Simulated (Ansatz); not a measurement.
**How BaF2 (Fm-3m) stiffens under pressure**

```xyz
3
Lattice="0.0000 3.0689 3.0689 3.0689 0.0000 3.0689 3.0689 3.0689 0.0000" Properties=species:S:1:pos:R:3 pbc="T T T"
Ba    0.0000    0.0000    0.0000
F     1.5344    1.5344    1.5344
F     4.6033    4.6033    4.6033
```

This is the zero-pressure cell. At each pressure cell and atoms are relaxed in this structure, and the constants are slopes of the stress at strains of ±0.005 with relaxed ions (the coefficients that govern stability under load). Level: PBEsol, PAW on Ansatz 0.2.0's default frozen-core files (fitted under PBE), scalar-relativistic; k mesh 6×6×6, strains of ±0.005, fixed occupations, cutoff 420 eV. P is the pressure of the relaxed cell, less that of this one.

```tsv
P (GPa)	V/V₀	C11 (GPa)	C12 (GPa)	C44 (GPa)
0.00	1.0000	95.7	44.6	26.0
1.01	0.9844	100.2	49.7	26.8
2.00	0.9703	104.6	54.5	27.2
4.00	0.9450	113.0	64.0	27.7
6.99	?	?	?	?
10.00	0.8859	136.3	91.4	27.3
15.01	0.8487	154.5	113.6	25.8
```

Question: Does the bulk modulus from the constants agree with the pressure-volume curve?

Answer: A third-order Birch-Murnaghan fit to the volumes shown (F against f, f = [(V₀/V)^(2/3) − 1]/2) gives B₀ = 61.7 GPa and B′ = 4.8. Its −V dP/dV stands beside (C11 + 2C12)/3:

```
P (GPa)  from P(V)  from the constants
   0.00       61.7                61.6
   1.01       66.5                66.5
   2.00       71.1                71.2
   4.00       80.2                80.4
  10.00      106.5               106.4
  15.01      127.7               127.2
```

Question: What are the pressure derivatives at zero pressure?

Answer: Slopes at V₀ of quadratic fits in −ln(V/V₀) through the first four rows shown, divided by B₀: dC11/dP = 4.6, dC12/dP = 5.0, dC44/dP = 0.8. The mean slopes up to 2.0 GPa are 4.4, 4.9, 0.6; curvature and scatter of the constants part the two. The combination (dC11/dP + 2 dC12/dP)/3 = 4.9 stands against B′.

Question: Fill the row at 6.99 GPa.

Answer: Cubic fits in −ln(V/V₀) through all rows shown give C11 = 125.0, C12 = 77.9, C44 = 27.8 GPa. Computed: V/V₀ = 0.9130, C11 (GPa) = 125.0, C12 (GPa) = 77.9, C44 (GPa) = 27.8.

Question: Does a shear stiffness soften?

Answer: C44 goes from 26.0 to 25.8 GPa, through a maximum of 27.8 near 7 GPa; (C11 − C12)/2 goes from 25.6 to 20.4 GPa. (C11 − C12)/2 softens under pressure, though the lattice stays mechanically stable over this range.

Keep in mind: no other phase was computed; many crystals of this kind change structure within this range, and rows or crossings beyond such a change describe a metastable lattice; frozen-core PAW files fitted under PBE, their cores solved anew for the functional of the run; phonons weren't checked at these pressures.
